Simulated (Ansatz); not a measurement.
Input and command of a plane-wave DFT calculation in Ansatz:

```yaml
crystal:
  lattice:
    - [1.2270754473, -2.051532381, 4.3091199256]
    - [1.5365385258, -2.493834075, -4.623025916]
    - [2.7973216415, 4.5648275875, 0.1332688729]
  atoms:
    - { symbol: Si, position: [0.4384031662, 0.1867093495, 0.1867361864] }
    - { symbol: Si, position: [0.880940391, 0.6789625814, 0.127126982] }
    - { symbol: Si, position: [0.4215944248, 0.1869391191, 0.6287307881] }
    - { symbol: Si, position: [1.0196913502, 0.7705684206, 0.6768195948] }
    - { symbol: Si, position: [0.0660291571, 0.2496615428, 0.3164182488] }
    - { symbol: Si, position: [0.5404460541, 0.7663982624, 0.3415903313] }
    - { symbol: Si, position: [0.0665476456, 0.3132938942, 0.8541940431] }
    - { symbol: Si, position: [0.5663478109, 0.8474668301, 0.8683838254] }
basis:
  ecutwfc: 420
kpoints:
  mp_grid: { grid: [14, 14, 14] }
hamiltonian:
  xc: lda
scf:
  occupations: { method: gaussian, width: 0.15 }
output:
  forces: true
  stress: true
  eigenvalues: true
```

```bash
ansatz run input.yaml --threads 2 --pin off --max-ram 5120MiB --backend cpu --events-out ev --progress --plain --runs-dir out
```

Processor: Intel(R) Xeon(R) Platinum 8259CL CPU @ 2.50GHz (Skylake/Cascade Lake), 2 threads, on a host shared with other jobs.

**Question.** How long does it run, and how much memory does it take?

**Answer.** About 2.3 min on 2 threads of Intel(R) Xeon(R) Platinum 8259CL CPU @ 2.50GHz (Skylake/Cascade Lake) (shared host), peak memory 2.9 GiB. It solves 24 bands at 1376 k points (the mesh reduced by symmetry) with about 2193 plane waves, in 6 SCF iterations.
